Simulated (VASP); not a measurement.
# TiC under changes of volume

One of the cells (9.901 Å³/atom); the others are scaled copies at fixed shape and fractional positions:

```
CELL_PARAMETERS angstrom
0.00000 2.14728 2.14728
2.14728 0.00000 2.14728
2.14728 2.14728 0.00000
ATOMIC_POSITIONS crystal
Ti 0.00000 0.00000 0.00000
C 0.50000 0.50000 0.50000
```

The cell is a database's computed one.

* Program: VASP 6.6.1
* Functional: PBEsol
* Potentials or basis: VASP PAW PBE potentials, release 64 (Ti_sv, C)
* Cutoff: 520 eV
* k mesh: 10 × 10 × 10
* Occupations: fermi-dirac, width 0.05 eV
* Spin: no spin polarisation

| volume (Å³/atom) | energy over the lowest point (meV/atom) | pressure (GPa) |
| --- | --- | --- |
| 9.505 | ? | ? |
| 9.703 | 3.59 | 5.7 |
| 9.901 | 0.00 | 0.0 |
| 10.099 | 3.00 | -5.0 |
| 10.297 | 11.96 | -9.6 |

Task: What does the run at 9.505 Å³/atom give?

Result: Energy over the lowest point 14.43 meV/atom; pressure 11.8 GPa.

Worked out: A Birch-Murnaghan fit of order 2 (a polynomial in V^(-2/3)) to the other rows has its minimum at 9.91 Å³/atom with B0 = V·E''(V) = 266 GPa. It gives 14.46 meV/atom at 9.505 Å³/atom, against the run's 14.43, and -dE/dV = 11.9 GPa, against 11.8.

Energies are extrapolated to zero smearing.

Caveats: the PAW data sets were made with another functional, which shifts forces and pressure a little.
